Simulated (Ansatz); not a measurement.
Ga:

```xyz
2
Lattice="1.3830 -4.0265 0.0000 1.3830 4.0265 0.0000 -0.1174 0.0000 3.3299" Properties=species:S:1:pos:R:3 pbc="T T T"
Ga    1.2949    2.9716    2.4974
Ga    1.3536   -2.9716    0.8325
```

This isn't the form of Ga at room conditions, which is orthorhombic.

Base run:

- Program: Ansatz 0.2.0
- Functional: PBEsol
- Potentials or basis: all-electron LAPW, scalar-relativistic
- Cutoff: 256 eV (chosen from the basis error)
- Basis error allowed: 0.001 eV/atom
- k mesh: 10 × 10 × 8
- Occupations: fermi-dirac, width 0.05 eV
- Spin: no spin polarisation

Its results: pressure -1.9 GPa; largest force 0.196 eV/Å.

Task: The run is repeated on the same cell with these changes: functional from PBEsol to LDA. What comes out?

Result: Pressure -3.9 GPa; largest force 0.179 eV/Å.

LDA binds more tightly than PBEsol, so the same cell stands under less pressure.
